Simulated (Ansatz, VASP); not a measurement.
# GaN: VASP beside Ansatz

File INCAR:

```
SYSTEM = GaN
ALGO = Normal ; EDIFF = 1E-6
ENCUT = 520 ; GGA = PE
ISIF = 2 ; ISMEAR = 0
LASPH = .TRUE. ; LCHARG = .FALSE.
LREAL = .FALSE. ; LWAVE = .FALSE.
NBANDS = 16 ; NELM = 100
PREC = Accurate ; SIGMA = 0.02
```

File KPOINTS:

```
k-points
0
G
  10 10 10
  0 0 0
```

The input POSCAR:

```
GaN
1.0
    0.0000000000      2.3188427311      2.3188427311
    2.3188427311      0.0000000000      2.3188427311
    2.3188427311      2.3188427311      0.0000000000
Ga N
1 1
Direct
    0.0000000000      0.0000000000      0.0000000000
    0.7500000000      0.7500000000      0.7500000000
```

Input for Ansatz:

```yaml
crystal:
  lattice:
    - [0.0, 2.3188427311, 2.3188427311]
    - [2.3188427311, 0.0, 2.3188427311]
    - [2.3188427311, 2.3188427311, 0.0]
  atoms:
    - { symbol: Ga, position: [0.0, 0.0, 0.0] }
    - { symbol: "N", position: [0.75, 0.75, 0.75] }
basis:
  ecutwfc: 420
kpoints:
  mp_grid: { grid: [10, 10, 10] }
hamiltonian:
  xc: pbe
scf:
  occupations: { method: gaussian, width: 0.02 }
output:
  forces: true
  stress: true
  eigenvalues: true
```

Alike in both runs: task single point; functional PBE; k mesh 10 × 10 × 10; occupations gaussian, width 0.02 eV; no spin polarisation.

|  | VASP | Ansatz |
| --- | --- | --- |
| version | VASP 6.6.1 | Ansatz 0.2.0 |
| potentials or method | VASP PAW PBE potentials, release 64 (Ga_d, N) | scalar-relativistic, plane waves, PAW |
| plane-wave cutoff (eV) | 520 | 420 |
| valence electrons in the cell | 18 | 18 |

```csv
,VASP,Ansatz,Ansatz less VASP
gap on the k mesh at the Fermi level (eV),1.17,1.17,-0.001
least direct gap on the mesh (eV),1.17,1.17,-0.001
pressure (GPa),-8.6,-8.8,-0.18
```

As with any semilocal functional, this PBE gap is likely too small.
